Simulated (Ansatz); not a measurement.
An input for Ansatz 0.2.0 (MgO):

File input.yaml:

```yaml
crystal:
  lattice:
    - [0.0, 2.1245966808, 2.1245966808]
    - [2.1245966808, 0.0, 2.1245966808]
    - [2.1245966808, 2.1245966808, 0.0]
  atoms:
    - { symbol: Mg, position: [0.0, 0.0, 0.0] }
    - { symbol: O, position: [0.5, 0.5, 0.5] }
hamiltonian:
  xc: hse06
  pseudopotentials: { kind: paw }
  dispersion: d3bjatm
kpoints:
  mp_grid: { grid: [7, 7, 7] }
scf:
  occupations: { method: gaussian, width: 0.1 }
  n_extra_bands: 8
  algorithm: direct_min
output:
  forces: true
  stress: true
  eigenvalues: true
basis:
  ecutwfc: "800 eV"
```

Potentials or basis: Ansatz PAW.

Command:

```bash
$ ansatz run input.yaml --threads 1 --pin off --max-ram 2560MiB --backend cpu --events-out ev --progress --plain --runs-dir out
```

Q: Does this run start?

A: The run stopped without a result. It printed:

Output:

```text
Error: scf.algorithm: direct_min / scf.convergence.dm_fallback with hamiltonian.xc: <hybrid> without scf.eigensolver.kind.support_functions — direct minimisation on plane waves has no term of exact exchange; use an LDA or a GGA, or take scf.algorithm: direct_min and scf.convergence.dm_fallback out of the deck
```
